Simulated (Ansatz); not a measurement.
ZnS: ε∞ with and without local fields

Plane-wave DFT in Ansatz with scalar-relativistic PAW potentials. The crystal relaxes under PBE to F-43m with a = 5.443 Å, 20.16 Å³/atom. No spin polarisation.

A sum over independent transitions (PBE, gap on the mesh 2.02 eV) gives a mean ε∞ of 6.32.

What does self-consistent linear response to a field give, and why do the two differ?

5.95, which is 5.8 % lower. The response calculation lets the induced density act back: the Hartree local fields oppose the polarisation and lower ε∞, more so where the density is uneven, while the exchange-correlation kernel raises it again by part of that. The net effect here is a decrease, as usual.

The modest drop from 6.32 to 5.95 suits a polar tetrahedral semiconductor. The valence electrons that respond most readily sit in sulfur p states, so the polarisable charge is concentrated around the anions rather than spread evenly through the cell, and a uniform field induces a response that varies on the scale of the bond.

Even the lower value remains above the measured electronic dielectric constant of zinc blende ZnS. The likely main cause is the PBE gap of 2.02 eV, which is far below the experimental one: transition energies that are too small make the crystal too easy to polarise. Local fields leave these energies unchanged, so the move towards experiment doesn't show that the underlying spectrum is right. Both values describe the electrons with the ions held fixed; the static dielectric constant of this polar crystal would be larger, because the zinc and sulfur sublattices also shift against each other in a field.
